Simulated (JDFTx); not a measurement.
Crystal: Os.

```
Os
1.0
     2.73410    0.00000    0.00000
    -1.36705    2.36780    0.00000
     0.00000    0.00000    4.31970
Os
2
Cartesian
  1.3671 0.7893 3.2398
  0.0000 1.5785 1.0799
```

| Property | Result |
| --- | --- |
| Program | JDFTx 1.7.0 (patched build) |
| Task | single point |
| Functional | PBE |
| Potentials or basis | PseudoDojo-SR-PBE-0.5-standard |
| Cutoff | 1007 eV |
| Density cutoff | 8055 eV |
| k mesh | 11 × 11 × 6 |
| Occupations | fermi-dirac, width 0.05 eV |
| Spin | no spin polarisation |

On this cell: pressure 8.2 GPa; largest force under 0.003 eV/Å; band gap on the k mesh none (metal or under the smearing width).

The same run follows on a disturbed copy (atoms moved at random, drawn with an rms of 0.05 Å):

```
CELL_PARAMETERS angstrom
2.73410 0.00000 0.00000
-1.36705 2.36780 0.00000
0.00000 0.00000 4.31970
ATOMIC_POSITIONS crystal
Os 0.65888 0.31974 0.75917
Os 0.32855 0.66495 0.24603
```

Q: What changes?

A: The energy (extrapolated to zero smearing) moves by +16.4 meV/atom; pressure 9.1 GPa; largest force 1.051 eV/Å; band gap on the k mesh none (metal or under the smearing width).

Forces on the atoms (eV/Å):
```
Os  -0.068  0.235 -1.022
Os   0.068 -0.235  1.022
```

Stress tensor (GPa, compression positive):
```
 7.74  0.19  0.08
 0.19  9.11 -0.28
 0.08 -0.28 10.30
```
